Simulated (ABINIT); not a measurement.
The system is P.

```
CELL_PARAMETERS angstrom
1.64774 -5.46504 0.00000
1.64774 5.46504 0.00000
0.00000 0.00000 4.54364
ATOMIC_POSITIONS crystal
P 0.90414 0.09586 0.58882
P 0.09586 0.90414 0.41118
P 0.59586 0.40414 0.08882
P 0.40414 0.59586 0.91118
```

Base run:

* Program: ABINIT 10.8.3 (patched build)
* Functional: r2SCAN
* Potentials or basis: PseudoDojo NC SR PBE v0.4.1 standard
* Cutoff: 517 eV
* k mesh: 6 × 6 × 4
* Occupations: fermi-dirac, width 0.05 eV
* Spin: no spin polarisation

Its results: band gap on the k mesh 0.18 eV, direct; pressure 1.7 GPa; largest force 0.286 eV/Å.

The run is repeated on the same cell with these changes: functional from r2SCAN to LDA; potentials or basis from PseudoDojo NC SR PBE v0.4.1 standard to PseudoDojo NC SR LDA v0.4.1 standard; cutoff from 517 eV to 490 eV. What comes out?

Band gap on the k mesh none (metal or under the smearing width); pressure -2.3 GPa; largest force 0.186 eV/Å.

Caveats: a meta-GGA on potentials with a model core is unreliable (some runs); the potentials were made for another functional, which shifts forces and pressure (some runs).

A k mesh can miss the band edges.
